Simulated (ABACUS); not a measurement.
Input of an ABACUS 3.10.1 run:

File run_abacus.py:

```python
"""ABACUS run from a structure file: ASE reads it, the script writes STRU, KPT and INPUT."""
import re
import subprocess
from ase.io import read
from ase.units import Bohr

atoms = read("BN.xyz")
atoms = atoms[(-atoms.numbers).argsort(kind="stable")]  # ABACUS lists atoms element by element
pseudo = {'N': 'N_ONCV_PBE-1.2.upf', 'B': 'B_ONCV_PBE-1.2.upf'}
orbital = {}
magmoms = None
kmesh = [8, 8, 8]
params = {
    'suffix': 'BN',
    'calculation': 'scf',
    'basis_type': 'pw',
    'pseudo_dir': './',
    'symmetry': 1,
    'dft_functional': 'scan',
    'ecutwfc': 97,
    'pseudo_rcut': 10,
    'nspin': 1,
    'nbands': 14,
    'ks_solver': 'dav',
    'smearing_method': 'fd',
    'smearing_sigma': 0.00367493,
    'scf_thr': 1e-08,
    'scf_nmax': 100,
    'mixing_type': 'broyden',
    'mixing_beta': 0.7,
    'cal_force': 1,
    'cal_stress': 1,
    'mixing_tau': 1,
    'out_chg': 1,
    'out_pot': 2,
    'out_elf': 1,
}

symbols = atoms.get_chemical_symbols()
elements = list(dict.fromkeys(symbols))
lines = ["ATOMIC_SPECIES"] + [f"{e} {atoms.get_masses()[symbols.index(e)]:.4f} {pseudo[e]}" for e in elements]
if orbital:
    lines += ["", "NUMERICAL_ORBITAL"] + [orbital[e] for e in elements]
lines += ["", "LATTICE_CONSTANT", f"{1 / Bohr:.10f}", "", "LATTICE_VECTORS"]
lines += [" ".join(f"{x:.10f}" for x in v) for v in atoms.cell]
lines += ["", "ATOMIC_POSITIONS", "Direct"]
for e in elements:
    lines += ["", e, "0.0", str(symbols.count(e))]
    for i, p in enumerate(atoms.get_scaled_positions(wrap=False)):
        if symbols[i] == e:
            mag = "" if magmoms is None else " mag " + " ".join(str(x) for x in (magmoms[i] if isinstance(magmoms[i], list) else [magmoms[i]]))
            lines.append(" ".join(f"{x:.10f}" for x in p) + " 1 1 1" + mag)
open("STRU", "w").write("\n".join(lines) + "\n")
open("KPT", "w").write("K_POINTS\n0\nGamma\n%d %d %d 0 0 0\n" % tuple(kmesh))
open("INPUT", "w").write("INPUT_PARAMETERS\n" + "".join(f"{k:<20s}{v}\n" for k, v in params.items()))

done = subprocess.run(['mpirun', '-np', '4', 'abacus'])
if done.returncode:
    raise SystemExit(done.returncode)
log = open("OUT.BN/running_scf.log").read()
print("final energy (eV):", re.findall(r"FINAL_ETOT_IS (\S+)", log))
```

The input BN.xyz:

```xyz
2
Lattice="0.0000000000 1.8130010000 1.8130010000 1.8130010000 0.0000000000 1.8130010000 1.8130010000 1.8130010000 0.0000000000" Properties=species:S:1:pos:R:3 pbc="T T T"
N      0.9065005000      0.9065005000      0.9065005000
B      0.0000000000      0.0000000000      0.0000000000
```

Potentials or basis: SG15 ONCV 1.2 PBE, plane waves.

Run with:

```sh
$ OMP_NUM_THREADS=1 python run_abacus.py > log
```

What does it give for the band gap on the k mesh?

4.94 eV, indirect (least direct gap 9.45 eV).

What does it give for the pressure?

-5.5 GPa.

Caveat: the potentials were made for another functional, which shifts forces and pressure.

**What was measured.**

A printed reference work, monograph reports, for a bulk crystal of BN at 300 K: band gap 6.4 eV (indirect).

A measured gap of BN is 6.4 eV (indirect; 300 K; a printed reference work, monograph); the calculated 4.94 eV misses it by -1.46 eV. The value is that of SCAN on a finite k mesh, which can miss the band edges, without temperature or zero-point motion. The cell is a database's relaxed one, not the measured one, which moves gaps too.
